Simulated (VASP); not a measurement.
Runs of VASP 6.6.1 on SiC. The structure is hexagonal, space group P6_3mc (No. 186). The conventional cell has a = 3.076 Å, b = 3.076 Å, c = 10.071 Å, α = 90.00°, β = 90.00°, γ = 120.00°. Si (site symmetry 3m) is surrounded by 4 C at 1.88 to 1.89 Å. Si (site symmetry 3m) has 4 C at 1.88 to 1.89 Å as nearest neighbours. C (site symmetry 3m) has 4 Si at 1.88 to 1.89 Å as nearest neighbours. Around C (site symmetry 3m) lie 4 Si at 1.88 to 1.89 Å. The cell is a database's computed one.

```csv
task,level,cell,cutoff (eV),smearing,gap on the mesh (eV),pressure (GPa),relaxed volume (Å³/atom),largest force (eV/Å)
single point,PBE,as given,520,gaussian 0.014 eV,2.23,3.9,-,0.01
relaxation of cell and atoms,revPBE+D3(BJ),relaxed,600,fermi-dirac 0.05 eV,2.23,0.0,10.14,0.01
relaxation of cell and atoms,revPBE+D4,relaxed,600,fermi-dirac 0.05 eV,2.23,0.0,10.16,0.01
relaxation of cell and atoms,PBEsol+D4,relaxed,600,fermi-dirac 0.05 eV,2.11,0.0,10.23,-
relaxation of cell and atoms,PBEsol+rVV10,relaxed,600,fermi-dirac 0.05 eV,2.10,0.0,10.33,-
relaxation of cell and atoms,revPBE+D3,relaxed,600,fermi-dirac 0.05 eV,2.23,0.0,10.40,0.01
relaxation of cell and atoms,RPBE+D4,relaxed,600,fermi-dirac 0.05 eV,2.24,0.0,10.14,0.01
relaxation of cell and atoms,RPBE+D3(BJ),relaxed,600,fermi-dirac 0.05 eV,(a),0.0,(b),0.01
relaxation of cell and atoms,RPBE+D3,relaxed,600,fermi-dirac 0.05 eV,2.24,0.0,10.42,-
```

Alike in all rows: potentials or basis VASP PAW PBE potentials, release 64 (Si, C); no spin polarisation; k mesh 10 × 10 × 3.

Q: Fill in the values left out.

A: (a) 2.25; (b) 9.59.

Caveats: an odd mesh through Γ misses points on the zone boundary, where band edges often lie; the PAW data sets were made with another functional, which shifts forces and pressure a little (some runs).
